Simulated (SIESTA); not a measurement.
An input for SIESTA 5.4.2 (Cu):

run.py

```python
from ase import Atoms
from ase.calculators.siesta import Siesta
from ase.units import Ry, GPa
from ase.calculators.mixing import SumCalculator
from dftd4.ase import DFTD4

atoms = Atoms(
    ['Cu'],
    cell=[
        [-1.486332, 1.496102, 1.375284],
        [1.476903, -1.469663, 1.337677],
        [1.42891, 1.412241, -1.347563],
    ],
    scaled_positions=[
        [0.021511, 0.005817, 0.021283],
    ],
    pbc=True,
)

fdf = {
    'SCFMustConverge': False,
    'OccupationFunction': 'FD',
    'ElectronicTemperature': '0.05 Ang',
    'MaxSCFIterations': '75',
    'SCF.Mixer.Method': 'Pulay',
    'SCF.Mixer.Weight': '0.25',
    'SCF.Mixer.History': '8',
    'SCF.DM.Tolerance': '5.0e-05',
    'SCF.H.Tolerance': '1.0e-03 eV',
    'WriteForces': 'true',
    'Charge.Mulliken': 'end',
    'Charge.Hirshfeld': 'end',
    'Charge.Voronoi': 'end',
    'SaveRho': 'true',
    'SaveElectrostaticPotential': 'true',
    'BandLinesScale': 'ReciprocalLatticeVectors',
    'BandLines': ['  1   -0.500000   0.000000   0.500000  X', ' 11    0.000000   0.000000   0.000000  \\Gamma', ' 10    0.500000  -0.500000   0.000000  Y', '  1    0.000000  -0.500000   0.500000  L', ' 11    0.000000   0.000000   0.000000  \\Gamma', ' 11    0.000000   0.500000   0.000000  Z', '  1   -0.500000   0.500000   0.500000  N', ' 15    0.000000   0.000000   0.000000  \\Gamma', ' 11    0.500000   0.000000   0.000000  M', '  1    0.000000   0.000000   0.500000  R', ' 11    0.000000   0.000000   0.000000  \\Gamma'],
}
calc = Siesta(
    label="Cu",
    command="siesta < PREFIX.fdf > PREFIX.out",
    pseudo_path="pseudos",
    pseudo_qualifier="",
    xc=('GGA', 'PBE'),
    basis_set="SZP",
    mesh_cutoff=800 * Ry,
    energy_shift=0.01 * Ry,
    kpts=[13, 13, 13],
    spin="non-polarized",
    fdf_arguments=fdf,
)
disp = DFTD4(method="PBE")
atoms.calc = SumCalculator([calc, disp])

print(f"energy = {atoms.get_potential_energy():.6f} eV")
free = (calc.get_potential_energy(atoms, force_consistent=True) + disp.get_potential_energy(atoms))
print(f"free energy = {free:.6f} eV")
print("forces (eV/A):")
print(atoms.get_forces(apply_constraint=False).round(6))
print("stress (GPa, Voigt order, tension positive):", (atoms.get_stress() / GPa).round(4))
```

Potentials or basis: PseudoDojo 0.4 standard (PBE files), SZP (energy shift 0.01 Ry).

The run is started by

```bash
$ python run.py
```

Problem. What does the program do with it?

Solution. The run stopped without a result. It printed:

Output:

```text
Note: The following floating-point exceptions are signalling: IEEE_INVALID_FLAG IEEE_OVERFLOW_FLAG
STOP Stopping Program
*************************************************************
ERROR

FDF module: fdf_convfac: Incompatible dimensions: energy:Ry , length:Ang

     File: fdf.F90
     Line:  2231
*************************************************************
Traceback (most recent call last):
RuntimeError
```
